# Why a smaller tantalum crystal comes out stiffer

## The row that looks wrong

The row ABINIT 10.8.3 (5) uses LDA and gives a bulk modulus of 210 GPa. The row ABINIT 10.8.3 (8) uses LDA in the same program and gives 229 GPa. Both find the same rest volume, 17.09 Å³ per atom, so they agree on how large the crystal is and disagree on how hard it is to compress. The softer row lies closer to the measured value, yet it is the less trustworthy of the two. To see why, one must first understand why LDA gives a high modulus at all.

Kohn-Sham DFT bulk moduli of body-centred cubic tantalum (Im-3m, one-atom cell) from equation-of-state fits, without spin polarisation and with Fermi-Dirac smearing of 0.05 eV. The last column is relative to the measured value of 194 GPa at ambient conditions (arXiv:1910.08312). D3 and D4 denote dispersion corrections.

```csv
program,functional,how the value is got,potentials or basis,wave cutoff (eV),k-mesh,computed bulk modulus (GPa),"computed over measured, less one (%)"
JDFTx 1.7.0 (patched build),PBE,"fit, rest volume 18.24 Å³/atom",PseudoDojo SR PBE 0.5 standard,789.1,11x11x11,194.7,0.4
ABINIT 10.8.3 (1),PBE with spin-orbit coupling,"fit, rest volume 18.24 Å³/atom",JTH PAW PBE v2.0,408.2,11x11x11,195.3,0.7
ABINIT 10.8.3 (2),RPBE+D4,"fit, rest volume 18.14 Å³/atom",JTH PAW PBE v2.0,517.0,11x11x11,196.6,1.3
ABINIT 10.8.3 (3),revPBE+D4,"fit, rest volume 18.13 Å³/atom",JTH PAW PBE v2.0,517.0,11x11x11,196.7,1.4
ABINIT 10.8.3 (4),PW91,"fit, rest volume 18.22 Å³/atom",JTH PAW PBE v2.0,517.0,11x11x11,196.9,1.5
FLEUR MaX-R8.1 (later development tree),r2SCAN,"fit, rest volume 18.00 Å³/atom",all electron,n/a,11x11x11,198.4,2.3
ABINIT 10.8.3 (5),LDA,"fit, rest volume 17.09 Å³/atom",HGH LDA,435.4,11x11x11,210.3,8.4
GPAW 26.7.0,WC,"fit, rest volume 17.73 Å³/atom",PAW data sets made by gpaw setup for the functional,600.0,11x11x11,211.2,8.9
ABINIT 10.8.3 (6),PBEsol,"fit, rest volume 17.64 Å³/atom",PseudoDojo NC SR PBEsol v0.4.1 standard,789.1,11x11x11,211.6,9.1
ABINIT 10.8.3 (7),BLYP+D3,"fit, rest volume 17.54 Å³/atom",JTH PAW PBE v2.0,517.0,11x11x11,222.2,14.5
ABINIT 10.8.3 (8),LDA,"fit, rest volume 17.09 Å³/atom",PseudoDojo NC SR LDA v0.4.1 standard,789.1,11x11x11,228.6,17.8
Quantum ESPRESSO 7.5,LDA,"fit, rest volume 17.21 Å³/atom",GBRV 1.5 LDA,612.3,11x11x11,229.7,18.4
```

## The modulus belongs to a volume

The bulk modulus B tells how much pressure is needed for a given relative loss of volume. Each row takes it at the volume where its own energy is lowest, and this rest volume differs from one functional to the next. PBE puts it at 18.24 Å³ per atom, PBEsol at 17.64 and LDA in row (8) at 17.09. Along these three rows the modulus climbs as the crystal shrinks.

Moving them to one common volume turns the order round. At 18.01 Å³ per atom, PBE has a modulus of about 206 GPa, PBEsol 193 and LDA only 182. LDA therefore does not make tantalum stiffer at a fixed size. It makes the crystal smaller, and a compressed metal resists further compression more strongly.

## Two limiting cases

Compared with PBE, LDA acts like an additional inward pull on the crystal. Suppose first that this pull were the same at every volume, like the pressure of a press. It would add a straight line to the curve of energy against volume, and a straight line has no curvature. The crystal would then be exactly as stiff as PBE tantalum squeezed to the smaller volume, which means 258 GPa for LDA. The computed value is far lower.

Now suppose that the pull grew steeply as the crystal shrank. Any further compression would then be helped along by a pull that becomes stronger on the way. With steep enough growth this help would cancel the whole gain in stiffness, and LDA would end with the modulus of PBE, 195 GPa. The computed 229 GPa lies about halfway between the two limits, so the pull must grow on compression, but only moderately.

The energies of the same calculations, from which the moduli are also derived, show this growth directly. The inward pull of LDA relative to PBE is 12.0 GPa at the large end of the volumes studied and 14.6 GPa at the small end. It rises roughly as 1/V², where V is the volume per atom. The pull of PBEsol is weaker, but it grows with nearly the same power. The WC row and the LDA row of Quantum ESPRESSO give a lower power, about 1.6, so the value of two is only approximate.

## Where the pull comes from

Theory gives a reason for its direction. LDA treats the electrons at each point as if their density were uniform, whereas PBE also takes account of how fast the density changes from place to place. These gradient terms favour uneven densities. When the atoms move apart, the density falls off further around each of them and becomes more uneven, so PBE gains energy relative to LDA; when they move together, it loses part of that gain.

Seen from PBE, LDA thus rewards a small crystal. PBEsol has weaker gradient terms in its exchange part and falls between the two, in rest volume as well as in modulus. This argument accounts for the sign of the pull and the order of the three functionals, although the calculations here do not test it separately. The power of two is a reading of the energy curves, not a result of the argument.

## The model in three steps

Let B₀ be the modulus of PBE tantalum at rest and B₀′ the rate at which it rises with pressure. The same PBE calculation gives B₀ = 194.7 GPa and B₀′ = 4.34.

1. Find the pressure P that would squeeze PBE tantalum to the rest volume of the other functional. The Murnaghan equation gives P = (B₀/B₀′) · [(V_PBE/V)^B₀′ − 1], where V_PBE is the rest volume of PBE and V that of the other functional.
2. At this pressure PBE tantalum has the modulus B₀ + B₀′ · P.
3. At the new rest volume the pull equals P. If it grows as 1/V^q, its growth takes away q · P, which leaves B = B₀ + (B₀′ − q) · P.

The two limiting cases are q = 0 and q = B₀′. The energy curves of LDA in row (8) and of PBEsol suggest q = 2.

For LDA in row (8), the estimate runs as follows:

- The ratio of the rest volumes is 18.24/17.09 = 1.067.
- Raised to the power 4.34 it becomes about 1.327, so P = (194.7/4.34) · 0.327 ≈ 14.7 GPa.
- The modulus is B = 194.7 + (4.34 − 2) · 14.7 ≈ 229 GPa.

The calculation gives 228.6 GPa. Such close agreement flatters the model, because the power of two was read from the energies of this very row among others. The result also depends on B₀′: with the lower value found in the PBE row with spin-orbit coupling, the estimate drops to 223 GPa. An uncertainty of several GPa is therefore realistic.

For small changes the model becomes a rule of thumb. A rest volume one percent below that of PBE raises the modulus by a little over two percent. PBEsol, whose volume is about 3 percent smaller, should gain some 8 percent, and it gains 9.

## Back to the soft LDA row

Row (5) has the rest volume of row (8), so the model expects about 229 GPa for it as well. Its energies show what is different: relative to PBE, the pull grows with a power of about 2.8 instead of 2. Step 3 then gives 194.7 + (4.34 − 2.85) · 14.7 ≈ 217 GPa, which accounts for most of the softening. This locates the deviation but does not yet explain it, since the energies used here also determine the modulus.

Row (5) also has a lower wave cutoff, but this is hardly the cause: its pressures computed from the stress agree with the slope of its energies to about 0.1 GPa, and a cutoff that was much too low would drive the two apart. The likely explanation lies in the potential. The HGH potential of row (5) treats only 5 electrons per atom, while row (8) treats 13, including the filled 5s and 5p shells beneath the valence electrons. When neighbouring atoms are pushed together, these shells begin to overlap and repel. A potential that freezes them can still give nearly the same rest volume, as it does here, but it may lack part of the resistance to compression.

The LDA row of Quantum ESPRESSO gives this view only limited support. It also treats 13 electrons, comes from another program with another kind of potential, and has a modulus within about 1 GPa of row (8). Its rest volume is larger, however, and at the common volume of 18.01 Å³ its modulus is about 6 GPa above that of row (8), while row (5) lies about 10 GPa below. Potentials can thus shift the result even at the same electron count, and the frozen shells remain a probable cause, not a demonstrated one. The smaller error of row (5) against experiment is best read as two errors that partly cancel: LDA makes the crystal too stiff, and the potential makes it too soft.

## A row that errs the other way

BLYP+D3 shows the opposite deviation. Its rest volume is close to that of PBEsol, yet its modulus of 222 GPa is about 11 GPa higher. Here the pull relative to PBE grows only with a power of about 0.9, so this row lies nearer to the limit of a constant press. With P = 8.4 GPa, step 3 gives 194.7 + (4.34 − 0.91) · 8.4 ≈ 224 GPa.

The row combines a functional, a dispersion correction and a potential made for PBE. A plausible guess is that the dispersion term supplies the slowly growing pull, because it is damped at the short distances between neighbours in a metal. BLYP's own push relative to PBE may also change on compression and slow the net pull. A run without the dispersion term would separate the two.

## How far the model carries

With q = 2, the model was compared with ten rows. The PBE row that serves as its reference was left out, and so was row (5), because it treats fewer electrons. The typical miss is 3 GPa, against 13 GPa for a constant pull, and the largest is the 8 GPa of BLYP+D3. Four of the ten rows lie so near the PBE volume that they hardly test the model. The full comparison is in the output printed below the text.

The model cannot rank the rows that lie closest to experiment. The first five differ by 2.2 GPa in all, and scatter in the energy fit alone can shift the RPBE+D4 value by about 2 GPa. The measured modulus also contains temperature and zero-point motion, which the calculations leave out. What the table does separate clearly is the group near the PBE volume from the functionals that shrink the crystal. RPBE and revPBE were run only with a dispersion term, which pulls the crystal inward, so their place in the first group says nothing about the bare functionals.

For practical use, a computed modulus should be read together with its rest volume. If the volume is too small, a modulus that is too high is the normal consequence. If two converged calculations with the same functional agree on the volume but not on the modulus, as rows (5) and (8) do, the potential deserves the first look.

Numerical output:

```
Modulus against rest volume:
                                      row  rest volume A^3  squeeze of PBE GPa  constant pull GPa  growing pull GPa  computed GPa  growing pull less computed GPa  modulus at 18.01 A^3 GPa
              JDFTx 1.7.0 (patched build)            18.24                   0              194.7             194.7         194.7                               0                     205.9
                        ABINIT 10.8.3 (1)            18.24             0.04817              194.9             194.8         195.3                         -0.4872                     205.3
                        ABINIT 10.8.3 (2)            18.15               1.059              199.3             197.2         196.6                          0.5804                     202.8
                        ABINIT 10.8.3 (3)            18.13               1.197              199.9             197.5         196.7                          0.8031                     202.3
                        ABINIT 10.8.3 (4)            18.22              0.2562              195.8             195.3         196.9                            -1.6                     206.5
  FLEUR MaX-R8.1 (later development tree)               18               2.737              206.6             201.1         198.4                           2.711                     197.8
                        ABINIT 10.8.3 (5)            17.09               14.68              258.5             229.1         210.3                           18.79                     171.4
                              GPAW 26.7.0            17.73               5.916              220.4             208.6         211.2                          -2.643                       197
                        ABINIT 10.8.3 (6)            17.64               7.065              225.4             211.3         211.6                         -0.3499                       193
                        ABINIT 10.8.3 (7)            17.54               8.388              231.1             214.3         222.2                          -7.852                     199.5
                        ABINIT 10.8.3 (8)            17.09               14.65              258.3               229         228.6                          0.4143                     181.7
                     Quantum ESPRESSO 7.5            17.21               12.84              250.5             224.8         229.7                          -4.919                     187.9
rms miss of constant pull, GPa: 13.24
rms miss of growing pull, GPa: 3.229
growing pull for LDA (8) if B0' is that of the spin-orbit PBE row, GPa: 223
pull of LDA (8) relative to PBE at 17.11 A^3, GPa: 14.59
pull of LDA (8) relative to PBE at 18.91 A^3, GPa: 12.03
power q, LDA (8): 1.933
power q, PBEsol: 1.929
power q, WC: 1.563
power q, LDA in Quantum ESPRESSO: 1.585
power q, LDA with HGH (5): 2.846
power q, BLYP+D3: 0.9077
LDA (8) less PBE, GPa: 33.9
LDA (8) less LDA with HGH (5), GPa: 18.3
LDA in Quantum ESPRESSO less LDA (8), GPa: 1.1
spread of the first five rows, GPa: 2.2
rough error of the RPBE+D4 modulus from its fit scatter of 0.26 meV, GPa: 1.926
```
